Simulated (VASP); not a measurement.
Crystal: HgSe.

```xyz
2
Lattice="0.0000 3.0390 3.0390 3.0390 0.0000 3.0390 3.0390 3.0390 0.0000" Properties=species:S:1:pos:R:3 pbc="T T T"
Hg    0.0000    0.0000    0.0000
Se    1.5195    1.5195    1.5195
```

| Quantity | Value |
| --- | --- |
| Program | VASP 6.6.1 |
| Task | relaxation of cell and atoms |
| Functional | r2SCAN |
| Potentials or basis | VASP PAW PBE potentials, release 64 (Hg, Se) |
| Cutoff | 600 eV |
| k mesh | 10 × 10 × 10 |
| Occupations | gaussian, width 0.03 eV |
| Spin | no spin polarisation |

At the start: pressure 3.2 GPa; volume 28.07 Å³/atom.

Problem. Where does the relaxation end?

Solution. Over 3 steps the energy falls by 15.4 meV/atom and the volume is 29.68 Å³/atom (+5.7 %); space group F-43m (No. 216, to 0.05 Å).

The path:
| step | energy change (eV) | largest force (eV/Å) | pressure (GPa) | volume (Å³) |
| --- | --- | --- | --- | --- |
| 1 | 0.0000 | 0.0000 | 3.22 | 56.13 |
| 2 | -0.0252 | 0.0000 | -1.16 | 60.84 |
| 3 | -0.0307 | 0.0000 | 0.01 | 59.36 |

Final structure:
```xyz
2
Lattice="0.0000 3.0961 3.0961 3.0961 0.0000 3.0961 3.0961 3.0961 0.0000" Properties=species:S:1:pos:R:3 pbc="T T T"
Hg    0.0000    0.0000    0.0000
Se    1.5481    1.5481    1.5481
```

Caveat: the PAW data sets were made with another functional, which shifts forces and pressure a little.
